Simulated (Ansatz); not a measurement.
Relaxed BaSnO3 (cubic perovskite):

```
CELL_PARAMETERS angstrom
      4.13130     0.00000     0.00000
      0.00000     4.13130     0.00000
      0.00000     0.00000     4.13130
ATOMIC_POSITIONS crystal
  Ba 0.00000 0.00000 0.00000
  Sn 0.50000 0.50000 0.50000
  O  0.00000 0.50000 0.50000
  O  0.50000 0.50000 0.00000
  O  0.50000 0.00000 0.50000
```

Two-dimensional scan of atom 2 (Sn, nearest neighbour O at 2.066 Å; its periodic images, 4.1 Å or more away, move with it): u runs along (0.707, 0.707, 0.000), v along (0.000, 0.000, 1.000) (Cartesian). Cell and other atoms are fixed.

Method: r2SCAN (plane waves to 500 eV, PAW, scalar-relativistic; Ansatz, a quantum-chemistry and plane-wave program). k mesh 7×7×7 (Γ-centred), Fermi-Dirac smearing 0.05 eV. Energies are smeared free energies. Points where atoms come too close for the PAW data are left out (x in tables, blank in figures). BaSnO3 was relaxed with its symmetry unable to fall.

Changes of ΔE (meV/cell) from the point u = 0.000 Å, v = 0.000 Å when one coordinate moves alone (two changes are said to add if the coupling is within 5 % of the smaller one, nearly so within 20 %):

```csv
point,change
"u = 0.000 Å, v = -0.340 Å",1431.5
"u = -0.680 Å, v = 0.000 Å",5198.7
"u = -0.340 Å, v = 0.000 Å",1119.5
"u = 0.340 Å, v = 0.000 Å",1119.5
"u = 0.680 Å, v = 0.000 Å",5198.7
"u = 0.000 Å, v = 0.340 Å",1431.5
```

Task: What is the change at u = 0.340 Å, v = 0.340 Å, where both move, and how far is it from the sum?

Result: The sum of the single changes is 1119.5 + (1431.5) = 2551.0; the calculation gives 2143.1, so the coupling contributes -407.9 (over 20 % of the smaller single change, not additive).

Task: Do the two effects add at u = -0.680 Å, v = -0.340 Å? Give the computed change.

Result: The sum of the single changes is 5198.7 + (1431.5) = 6630.2; the calculation gives 5187.1, so the coupling contributes -1443.1 (over 20 % of the smaller single change, not additive).

(A displaced cell: forces are minus the slopes of the energy, force constants its curvatures, and phonons follow from these.)
